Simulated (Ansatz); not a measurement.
Born–Oppenheimer molecular dynamics of a periodic cell of 24 atoms, H6C17O (surface C(111), partly H-covered, underside capped with H, adsorbate CO, incident energy 1.5 eV, 0° from the normal). It starts from an unrelaxed structure (largest force component 4.04 eV/Å).

Computed with DFT PBEsol, scalar-relativistic, plane waves, PAW (Ansatz). Settings: accuracy low, PAW set soft_1, cutoff 420 eV, k mesh 3x3x1, fermi-dirac smearing 0.02 eV, no spin polarisation.

| Item | Value |
| --- | --- |
| ensemble | NVE (velocity Verlet) |
| time step | 0.5 fs |
| steps asked | 160 |
| starting velocities | zero, but for any typed in the input |
| atoms held | 1 to 12 |
| seed | 843674 |

Frames 0.5 fs apart, positions in Å.

Velocities at 45.0 fs (Å/ps):

```
H 0.00 0.00 0.00
H 0.00 0.00 0.00
H 0.00 0.00 0.00
H 0.00 0.00 0.00
C 0.00 0.00 0.00
C 0.00 0.00 0.00
C 0.00 0.00 0.00
C 0.00 0.00 0.00
C 0.00 0.00 0.00
C 0.00 0.00 0.00
C 0.00 0.00 0.00
C 0.00 0.00 0.00
C -0.72 -7.16 2.19
C 0.17 -7.00 2.50
C -0.18 -1.29 4.15
C 0.08 -1.16 1.84
C 0.10 -6.92 4.59
C -0.17 -6.70 5.36
C -0.17 1.89 -10.34
C -0.07 2.29 -7.43
H -0.31 19.31 -7.38
H 0.82 18.48 -9.46
C 1.22 13.54 -29.62
O 0.08 -2.10 -23.96
```

```xyz
24
Lattice="5.0487 0.0000 0.0000 2.5244 4.3723 0.0000 0.0000 0.0000 17.7764" Properties=species:S:1:pos:R:3 time_fs=45.0 energy_less_start_eV=0.034 T=945
H 1.262 0.729 1.000
H 3.787 0.729 1.000
H 2.524 2.915 1.000
H 5.049 2.915 1.000
C 1.262 0.729 2.100
C 3.787 0.729 2.100
C 2.524 2.915 2.100
C 5.049 2.915 2.100
C 0.000 1.457 2.615
C 2.524 1.457 2.615
C 1.262 3.644 2.615
C 3.787 3.644 2.615
C -0.008 1.340 4.204
C 2.528 1.342 4.210
C 1.260 3.602 4.231
C 3.788 3.607 4.163
C 0.008 -0.090 4.592
C 2.517 -0.086 4.604
C 1.257 2.094 4.527
C 3.786 2.130 4.567
H 1.243 2.156 5.625
H 3.792 2.269 5.661
C 1.530 2.974 7.141
O 1.518 2.828 8.288
24
Lattice="5.0487 0.0000 0.0000 2.5244 4.3723 0.0000 0.0000 0.0000 17.7764" Properties=species:S:1:pos:R:3 time_fs=45.5 energy_less_start_eV=0.091 T=908
H 1.262 0.729 1.000
H 3.787 0.729 1.000
H 2.524 2.915 1.000
H 5.049 2.915 1.000
C 1.262 0.729 2.100
C 3.787 0.729 2.100
C 2.524 2.915 2.100
C 5.049 2.915 2.100
C 0.000 1.457 2.615
C 2.524 1.457 2.615
C 1.262 3.644 2.615
C 3.787 3.644 2.615
C -0.008 1.337 4.205
C 2.528 1.338 4.211
C 1.260 3.601 4.233
C 3.788 3.607 4.163
C 0.008 -0.093 4.594
C 2.517 -0.090 4.606
C 1.257 2.095 4.522
C 3.786 2.131 4.564
H 1.243 2.165 5.622
H 3.792 2.278 5.657
C 1.531 2.981 7.126
O 1.518 2.827 8.276
24
Lattice="5.0487 0.0000 0.0000 2.5244 4.3723 0.0000 0.0000 0.0000 17.7764" Properties=species:S:1:pos:R:3 time_fs=46.0 energy_less_start_eV=0.141 T=876
H 1.262 0.729 1.000
H 3.787 0.729 1.000
H 2.524 2.915 1.000
H 5.049 2.915 1.000
C 1.262 0.729 2.100
C 3.787 0.729 2.100
C 2.524 2.915 2.100
C 5.049 2.915 2.100
C 0.000 1.457 2.615
C 2.524 1.457 2.615
C 1.262 3.644 2.615
C 3.787 3.644 2.615
C -0.009 1.334 4.206
C 2.528 1.335 4.211
C 1.260 3.600 4.236
C 3.788 3.606 4.164
C 0.008 -0.097 4.596
C 2.517 -0.093 4.609
C 1.256 2.096 4.518
C 3.786 2.132 4.561
H 1.243 2.174 5.619
H 3.792 2.286 5.653
C 1.531 2.988 7.112
O 1.518 2.826 8.264
24
Lattice="5.0487 0.0000 0.0000 2.5244 4.3723 0.0000 0.0000 0.0000 17.7764" Properties=species:S:1:pos:R:3 time_fs=46.5 energy_less_start_eV=0.183 T=849
H 1.262 0.729 1.000
H 3.787 0.729 1.000
H 2.524 2.915 1.000
H 5.049 2.915 1.000
C 1.262 0.729 2.100
C 3.787 0.729 2.100
C 2.524 2.915 2.100
C 5.049 2.915 2.100
C 0.000 1.457 2.615
C 2.524 1.457 2.615
C 1.262 3.644 2.615
C 3.787 3.644 2.615
C -0.009 1.331 4.206
C 2.528 1.333 4.212
C 1.260 3.599 4.238
C 3.788 3.605 4.165
C 0.008 -0.100 4.598
C 2.517 -0.096 4.611
C 1.256 2.097 4.514
C 3.786 2.133 4.559
H 1.243 2.182 5.617
H 3.793 2.292 5.651
C 1.532 2.995 7.098
O 1.518 2.825 8.251
24
Lattice="5.0487 0.0000 0.0000 2.5244 4.3723 0.0000 0.0000 0.0000 17.7764" Properties=species:S:1:pos:R:3 time_fs=47.0 energy_less_start_eV=0.216 T=828
H 1.262 0.729 1.000
H 3.787 0.729 1.000
H 2.524 2.915 1.000
H 5.049 2.915 1.000
C 1.262 0.729 2.100
C 3.787 0.729 2.100
C 2.524 2.915 2.100
C 5.049 2.915 2.100
C 0.000 1.457 2.615
C 2.524 1.457 2.615
C 1.262 3.644 2.615
C 3.787 3.644 2.615
C -0.009 1.329 4.205
C 2.528 1.331 4.212
C 1.260 3.598 4.240
C 3.788 3.603 4.166
C 0.008 -0.104 4.599
C 2.517 -0.099 4.613
C 1.256 2.098 4.511
C 3.785 2.134 4.557
H 1.243 2.189 5.616
H 3.793 2.298 5.649
C 1.532 3.003 7.085
O 1.518 2.824 8.238
24
Lattice="5.0487 0.0000 0.0000 2.5244 4.3723 0.0000 0.0000 0.0000 17.7764" Properties=species:S:1:pos:R:3 time_fs=47.5 energy_less_start_eV=0.239 T=813
H 1.262 0.729 1.000
H 3.787 0.729 1.000
H 2.524 2.915 1.000
H 5.049 2.915 1.000
C 1.262 0.729 2.100
C 3.787 0.729 2.100
C 2.524 2.915 2.100
C 5.049 2.915 2.100
C 0.000 1.457 2.615
C 2.524 1.457 2.615
C 1.262 3.644 2.615
C 3.787 3.644 2.615
C -0.010 1.327 4.205
C 2.528 1.329 4.211
C 1.260 3.597 4.242
C 3.788 3.602 4.167
C 0.007 -0.107 4.601
C 2.518 -0.102 4.615
C 1.256 2.098 4.508
C 3.785 2.135 4.556
H 1.243 2.196 5.616
H 3.793 2.302 5.649
C 1.533 3.010 7.073
O 1.518 2.823 8.224
24
Lattice="5.0487 0.0000 0.0000 2.5244 4.3723 0.0000 0.0000 0.0000 17.7764" Properties=species:S:1:pos:R:3 time_fs=48.0 energy_less_start_eV=0.251 T=805
H 1.262 0.729 1.000
H 3.787 0.729 1.000
H 2.524 2.915 1.000
H 5.049 2.915 1.000
C 1.262 0.729 2.100
C 3.787 0.729 2.100
C 2.524 2.915 2.100
C 5.049 2.915 2.100
C 0.000 1.457 2.615
C 2.524 1.457 2.615
C 1.262 3.644 2.615
C 3.787 3.644 2.615
C -0.010 1.325 4.204
C 2.528 1.327 4.210
C 1.260 3.595 4.245
C 3.788 3.600 4.168
C 0.007 -0.110 4.601
C 2.518 -0.106 4.616
C 1.256 2.099 4.506
C 3.785 2.135 4.555
H 1.243 2.201 5.616
H 3.794 2.304 5.649
C 1.534 3.018 7.061
O 1.518 2.822 8.210
24
Lattice="5.0487 0.0000 0.0000 2.5244 4.3723 0.0000 0.0000 0.0000 17.7764" Properties=species:S:1:pos:R:3 time_fs=48.5 energy_less_start_eV=0.252 T=805
H 1.262 0.729 1.000
H 3.787 0.729 1.000
H 2.524 2.915 1.000
H 5.049 2.915 1.000
C 1.262 0.729 2.100
C 3.787 0.729 2.100
C 2.524 2.915 2.100
C 5.049 2.915 2.100
C 0.000 1.457 2.615
C 2.524 1.457 2.615
C 1.262 3.644 2.615
C 3.787 3.644 2.615
C -0.010 1.324 4.203
C 2.528 1.326 4.209
C 1.260 3.593 4.247
C 3.788 3.599 4.168
C 0.007 -0.113 4.602
C 2.518 -0.108 4.617
C 1.256 2.100 4.505
C 3.785 2.136 4.555
H 1.244 2.206 5.617
H 3.794 2.306 5.650
C 1.534 3.026 7.050
O 1.518 2.821 8.196
24
Lattice="5.0487 0.0000 0.0000 2.5244 4.3723 0.0000 0.0000 0.0000 17.7764" Properties=species:S:1:pos:R:3 time_fs=49.0 energy_less_start_eV=0.242 T=811
H 1.262 0.729 1.000
H 3.787 0.729 1.000
H 2.524 2.915 1.000
H 5.049 2.915 1.000
C 1.262 0.729 2.100
C 3.787 0.729 2.100
C 2.524 2.915 2.100
C 5.049 2.915 2.100
C 0.000 1.457 2.615
C 2.524 1.457 2.615
C 1.262 3.644 2.615
C 3.787 3.644 2.615
C -0.011 1.323 4.201
C 2.528 1.325 4.207
C 1.260 3.591 4.249
C 3.788 3.597 4.169
C 0.006 -0.116 4.603
C 2.518 -0.111 4.619
C 1.256 2.101 4.504
C 3.785 2.136 4.556
H 1.244 2.209 5.618
H 3.794 2.306 5.652
C 1.535 3.034 7.040
O 1.519 2.820 8.182
```

Of the whole run (80 fs, mean temperature of the second half 1156 K): The conserved energy stayed within 0.068 meV per atom of its start (net change -0.034 meV per atom), so the integration is sound. A run of 0.08 ps of so small a system gives no equilibrium averages. Limits of this set-up: coarse k mesh, thin slab, slab without dipole correction, no dispersion correction for a molecule that may bind weakly, PAW files made for another functional, low accuracy level.

The run took 14 min on 1 thread of Arm Neoverse V2 (shared host), peak memory 0.61 GiB.
